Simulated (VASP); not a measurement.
A run of VASP 6.6.1 is set up as follows.

INCAR

```
SYSTEM = SiH2O
PREC = Accurate ; ENCUT = 520
EDIFF = 1E-7 ; ISMEAR = 0
SIGMA = 0.01 ; LREAL = .False.
LASPH = .True. ; NELM = 100
ALGO = Normal ; ISIF = 2
LWAVE = .False. ; LCHARG = .False.
GGA = B5 ; ALDAX = 1.0
AGGAX = 1.0 ; AGGAC = 1.0
ALDAC = 0.0
```

KPOINTS

```
regular mesh
0
Gamma
  1 1 1
  0 0 0
```

File POSCAR:

```
SiH2O
1.0
   10.0000000000      0.0000000000      0.0000000000
    0.0000000000     12.0000000000      0.0000000000
    0.0000000000      0.0000000000     12.0000000000
O Si H
1 1 2
Cartesian
    4.6514500000      6.6461499600      7.3329000000
    4.9279500000      6.2424500400      5.8983000000
    5.3745500000      4.8866499600      5.4872000400
    4.7846500000      7.1553500400      4.7351000400
```

Potentials or basis: VASP PAW PBE potentials, release 64 (O, Si, H).

Launch:

```sh
$ cat potpaw_PBE.64/O/POTCAR potpaw_PBE.64/Si/POTCAR potpaw_PBE.64/H/POTCAR > POTCAR
$ mpirun -np 1 vasp_gam > vasp.out
```

Question: What does it give for the gap between the frontier levels?

Answer: 3.64 eV.

Question: What does it give for the largest force?

Answer: 1.172 eV/Å.

Forces on the atoms (eV/Å):
```
O   -0.217  0.311  1.109
Si   0.205 -0.291 -1.045
H    0.019 -0.056 -0.017
H   -0.006  0.036 -0.047
```

Caveat: the PAW data sets were made with another functional, which shifts forces and pressure a little. Expect the measured gap to be larger: semilocal functionals such as BLYP lack the derivative discontinuity.
